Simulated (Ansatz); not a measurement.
Defect: Zr vacancy in rock-salt ZrN, neutral cell. The step: one Zr atom jumps into the vacancy from a nearby Zr site; the atom moves 3.10 Å along (0.00, -0.48, -0.48) of the unit cell; the moving atom starts with neighbours 2 N at 2.25, 2 N at 2.29, 2 N at 2.35 Å and ends with 2 N at 2.25, 2 N at 2.29, 2 N at 2.35 Å. A PBE band in Ansatz (plane-wave PAW, a 3×3×3 k-point mesh shifted by half a step, 64 host sites, 37 SCF runs with any check of the saddle's order, static, no finite-size correction) gives a forward barrier of 4.28 eV. The saddle point's order was not checked, and it lies on a symmetry element of the cell, where a band can be held. Forms of the defect that were not tried may lie lower.

Single points at the band's start and saddle point can refine it. Rough cost of one point, in units of the band's mean SCF on the same machine:

```json
[
 {"Level": "PBE, a 4×4×4 k-point mesh shifted by half a step", "Cost of one point": "about 2"},
 {"Level": "r2SCAN at 500 eV, a 3×3×3 k-point mesh shifted by half a step", "Cost of one point": "under 2"}
]
```

Question: Which of these move the barrier by more than 0.1 eV, and how far does each move it?

Answer: Not one does. PBE, a 4×4×4 k-point mesh shifted by half a step: +0.03 eV; r2SCAN at 500 eV, a 3×3×3 k-point mesh shifted by half a step: -0.01 eV. Each functional is compared with PBE at the same k-points.

Ansatz is an electronic-structure program.
